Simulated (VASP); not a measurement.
Here is a VASP 6.6.1 calculation.

INCAR

```
ALGO     = Normal         # electronic algorithm
AMIX     = 0.2          
AMIX_MAG = 0.8          
BMIX     = 1E-4         
BMIX_MAG = 1E-4         
EDIFF    = 1E-7           # SCF threshold, eV
ENCUT    = 520            # plane-wave cutoff, eV
GGA      = CA             # functional
ISIF     = 2              # what is computed and relaxed
ISMEAR   = 1              # smearing method
ISPIN    = 2              # spin polarisation
LASPH    = True           # aspherical terms in the spheres
LCHARG   = False          # write CHGCAR
LMAXMIX  = 4              # l up to which the mixer works
LORBIT   = 11             # projections on sites
LREAL    = False          # projectors in reciprocal space
LWAVE    = False          # write WAVECAR
MAGMOM   = 2              # initial moments
NBANDS   = 15             # bands
NELM     = 150            # most SCF steps
PREC     = Accurate       # precision mode
SIGMA    = 0.1            # smearing width, eV
```

The input KPOINTS:

```
k-points
0
Gamma
  18 18 18
```

Contents of POSCAR:

```
Ni                                      
1.0
    0.0000000000      1.7582122178      1.7582122178
    1.7582122178      0.0000000000      1.7582122178
    1.7582122178      1.7582122178      0.0000000000
  Ni            
     1
Direct
     0.0000000000000000    0.0000000000000000    0.0000000000000000
```

File KPOINTS_OPT:

```
explicit points
106
Reciprocal
 0.0000000000  0.0000000000  0.0000000000 1
 0.0555555556  0.0000000000  0.0555555556 1
 0.1111111111  0.0000000000  0.1111111111 1
 0.1666666667  0.0000000000  0.1666666667 1
 0.2222222222  0.0000000000  0.2222222222 1
 0.2777777778  0.0000000000  0.2777777778 1
 0.3333333333  0.0000000000  0.3333333333 1
 0.3888888889  0.0000000000  0.3888888889 1
 0.4444444444  0.0000000000  0.4444444444 1
 0.5000000000  0.0000000000  0.5000000000 1
 0.5000000000  0.0000000000  0.5000000000 1
 0.5000000000  0.0277777778  0.5277777778 1
 0.5000000000  0.0555555556  0.5555555556 1
 0.5000000000  0.0833333333  0.5833333333 1
 0.5000000000  0.1111111111  0.6111111111 1
 0.5000000000  0.1388888889  0.6388888889 1
 0.5000000000  0.1666666667  0.6666666667 1
 0.5000000000  0.1944444444  0.6944444444 1
 0.5000000000  0.2222222222  0.7222222222 1
 0.5000000000  0.2500000000  0.7500000000 1
 0.5000000000  0.2500000000  0.7500000000 1
 0.4861111111  0.2638888889  0.7500000000 1
 0.4722222222  0.2777777778  0.7500000000 1
 0.4583333333  0.2916666667  0.7500000000 1
 0.4444444444  0.3055555556  0.7500000000 1
 0.4305555556  0.3194444444  0.7500000000 1
 0.4166666667  0.3333333333  0.7500000000 1
 0.4027777778  0.3472222222  0.7500000000 1
 0.3888888889  0.3611111111  0.7500000000 1
 0.3750000000  0.3750000000  0.7500000000 1
 0.3750000000  0.3750000000  0.7500000000 1
 0.3333333333  0.3333333333  0.6666666667 1
 0.2916666667  0.2916666667  0.5833333333 1
 0.2500000000  0.2500000000  0.5000000000 1
 0.2083333333  0.2083333333  0.4166666667 1
 0.1666666667  0.1666666667  0.3333333333 1
 0.1250000000  0.1250000000  0.2500000000 1
 0.0833333333  0.0833333333  0.1666666667 1
 0.0416666667  0.0416666667  0.0833333333 1
 0.0000000000  0.0000000000  0.0000000000 1
 0.0000000000  0.0000000000  0.0000000000 1
 0.0555555556  0.0555555556  0.0555555556 1
 0.1111111111  0.1111111111  0.1111111111 1
 0.1666666667  0.1666666667  0.1666666667 1
 0.2222222222  0.2222222222  0.2222222222 1
 0.2777777778  0.2777777778  0.2777777778 1
 0.3333333333  0.3333333333  0.3333333333 1
 0.3888888889  0.3888888889  0.3888888889 1
 0.4444444444  0.4444444444  0.4444444444 1
 0.5000000000  0.5000000000  0.5000000000 1
 0.5000000000  0.5000000000  0.5000000000 1
 0.5138888889  0.4722222222  0.5138888889 1
 0.5277777778  0.4444444444  0.5277777778 1
 0.5416666667  0.4166666667  0.5416666667 1
 0.5555555556  0.3888888889  0.5555555556 1
 0.5694444444  0.3611111111  0.5694444444 1
 0.5833333333  0.3333333333  0.5833333333 1
 0.5972222222  0.3055555556  0.5972222222 1
 0.6111111111  0.2777777778  0.6111111111 1
 0.6250000000  0.2500000000  0.6250000000 1
 0.6250000000  0.2500000000  0.6250000000 1
 0.6111111111  0.2500000000  0.6388888889 1
 0.5972222222  0.2500000000  0.6527777778 1
 0.5833333333  0.2500000000  0.6666666667 1
 0.5694444444  0.2500000000  0.6805555556 1
 0.5555555556  0.2500000000  0.6944444444 1
 0.5416666667  0.2500000000  0.7083333333 1
 0.5277777778  0.2500000000  0.7222222222 1
 0.5138888889  0.2500000000  0.7361111111 1
 0.5000000000  0.2500000000  0.7500000000 1
 0.5000000000  0.2500000000  0.7500000000 1
 0.5000000000  0.2777777778  0.7222222222 1
 0.5000000000  0.3055555556  0.6944444444 1
 0.5000000000  0.3333333333  0.6666666667 1
 0.5000000000  0.3611111111  0.6388888889 1
 0.5000000000  0.3888888889  0.6111111111 1
 0.5000000000  0.4166666667  0.5833333333 1
 0.5000000000  0.4444444444  0.5555555556 1
 0.5000000000  0.4722222222  0.5277777778 1
 0.5000000000  0.5000000000  0.5000000000 1
 0.5000000000  0.5000000000  0.5000000000 1
 0.4861111111  0.4861111111  0.5277777778 1
 0.4722222222  0.4722222222  0.5555555556 1
 0.4583333333  0.4583333333  0.5833333333 1
 0.4444444444  0.4444444444  0.6111111111 1
 0.4305555556  0.4305555556  0.6388888889 1
 0.4166666667  0.4166666667  0.6666666667 1
 0.4027777778  0.4027777778  0.6944444444 1
 0.3888888889  0.3888888889  0.7222222222 1
 0.3750000000  0.3750000000  0.7500000000 1
 0.6250000000  0.2500000000  0.6250000000 1
 0.6111111111  0.2222222222  0.6111111111 1
 0.5972222222  0.1944444444  0.5972222222 1
 0.5833333333  0.1666666667  0.5833333333 1
 0.5694444444  0.1388888889  0.5694444444 1
 0.5555555556  0.1111111111  0.5555555556 1
 0.5416666667  0.0833333333  0.5416666667 1
 0.5277777778  0.0555555556  0.5277777778 1
 0.5138888889  0.0277777778  0.5138888889 1
 0.5000000000  0.0000000000  0.5000000000 1
 0.0000000000  0.0000000000  0.0000000000 1
 0.3750000000  0.3750000000  0.7500000000 1
 0.5000000000  0.5000000000  0.5000000000 1
 0.6250000000  0.2500000000  0.6250000000 1
 0.5000000000  0.2500000000  0.7500000000 1
 0.5000000000  0.0000000000  0.5000000000 1
```

Potentials or basis: VASP PAW LDA potentials, release 64 (Ni).

The run is started by

```bash
$ cat potpaw_LDA.64/Ni/POTCAR > POTCAR
$ mpirun -np 1 vasp_std > vasp.out
```

Task: Predict the net moment.

Result: 0.61 μB per cell.

Task: What does it give for the site moments?

Result: Ni +0.61 μB.

Task: Estimate the pressure.

Result: -16.8 GPa.

Levels at the corners of the path, in eV from the Fermi level:
Spin up:
```
point  band 3  band 4  band 5  band 6  band 7  band 8
    Γ   -2.35   -2.35   -1.20   -1.20   23.79   27.55
    X   -0.48   -0.36   -0.36    2.46    9.29   14.78
    X   -0.48   -0.36   -0.36    2.46    9.29   14.78
    W   -3.00   -1.26   -0.36    7.76    7.76   10.06
    W   -3.00   -1.26   -0.36    7.76    7.76   10.06
    K   -2.04   -1.03   -0.62    5.76    7.33    9.98
    K   -2.04   -1.03   -0.62    5.76    7.33    9.98
    Γ   -2.35   -2.35   -1.20   -1.20   23.79   27.55
    Γ   -2.35   -2.35   -1.20   -1.20   23.79   27.55
    L   -2.35   -0.51   -0.51   -0.25    5.72   22.32
    L   -2.35   -0.51   -0.51   -0.25    5.72   22.32
    U   -2.04   -1.03   -0.62    5.76    7.33    9.98
    U   -2.04   -1.03   -0.62    5.76    7.33    9.98
    W   -3.00   -1.26   -0.36    7.76    7.76   10.06
    W   -3.00   -1.26   -0.36    7.76    7.76   10.06
    L   -2.35   -0.51   -0.51   -0.25    5.72   22.32
    L   -2.35   -0.51   -0.51   -0.25    5.72   22.32
    K   -2.04   -1.03   -0.62    5.76    7.33    9.98
    U   -2.04   -1.03   -0.62    5.76    7.33    9.98
    X   -0.48   -0.36   -0.36    2.46    9.29   14.78
```
Spin down:
```
point  band 2  band 3  band 4  band 5  band 6  band 7
    Γ   -1.73   -1.73   -1.73   -0.63   -0.63   23.78
    X   -3.62    0.11    0.34    0.34    2.50    9.56
    X   -3.62    0.11    0.34    0.34    2.50    9.56
    W   -2.49   -2.49   -0.72    0.34    7.97    7.97
    W   -2.49   -2.49   -0.72    0.34    7.97    7.97
    K   -3.19   -1.51   -0.48    0.07    5.99    7.54
    K   -3.19   -1.51   -0.48    0.07    5.99    7.54
    Γ   -1.73   -1.73   -1.73   -0.63   -0.63   23.78
    Γ   -1.73   -1.73   -1.73   -0.63   -0.63   23.78
    L   -1.80   -1.80   -0.22    0.14    0.14    6.10
    L   -1.80   -1.80   -0.22    0.14    0.14    6.10
    U   -3.19   -1.51   -0.48    0.07    5.99    7.54
    U   -3.19   -1.51   -0.48    0.07    5.99    7.54
    W   -2.49   -2.49   -0.72    0.34    7.97    7.97
    W   -2.49   -2.49   -0.72    0.34    7.97    7.97
    L   -1.80   -1.80   -0.22    0.14    0.14    6.10
    L   -1.80   -1.80   -0.22    0.14    0.14    6.10
    K   -3.19   -1.51   -0.48    0.07    5.99    7.54
    U   -3.19   -1.51   -0.48    0.07    5.99    7.54
    X   -3.62    0.11    0.34    0.34    2.50    9.56
```

Caveat: so large a pressure means that the cell lies far from this level's equilibrium, or that cutoff or potentials fall short.
